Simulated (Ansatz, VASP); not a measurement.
# Ni in VASP and in Ansatz

```
CELL_PARAMETERS angstrom
0.00000 1.74406 1.74406
1.74406 0.00000 1.74406
1.74406 1.74406 0.00000
ATOMIC_POSITIONS crystal
Ni 0.00000 0.00000 0.00000
```

Change from the starting cell: volume scaled by 0.96, crystal datasets.

Alike in both runs: task electric field gradients; functional PBE; k mesh 18 × 18 × 18; occupations fermi-dirac, width 0.05 eV; collinear spin.

```csv
,VASP,Ansatz
version,VASP 6.6.1,Ansatz 0.2.0
potentials or method,"VASP PAW PBE potentials, release 64 (Ni), cutoff 520 eV","all-electron PAW with datasets made for the crystal, scalar-relativistic"
```

```csv
,VASP,Ansatz,Ansatz less VASP
pressure (GPa),5.3,5.4,+0.09
net moment per atom (μB),0.61,0.62,+0.006
size of the moment on the site where the two differ most (μB),0.62,0.66,+0.034
Vzz of the field gradient on the site that differs most (V/Å²),0.0,0.0,0.00
```

Site moments also hang on the region over which each program counts them. Ansatz ran all-electron here, so the differences hold the error of VASP's frozen core and of both bases. Ansatz warned: «printed_levels_off».
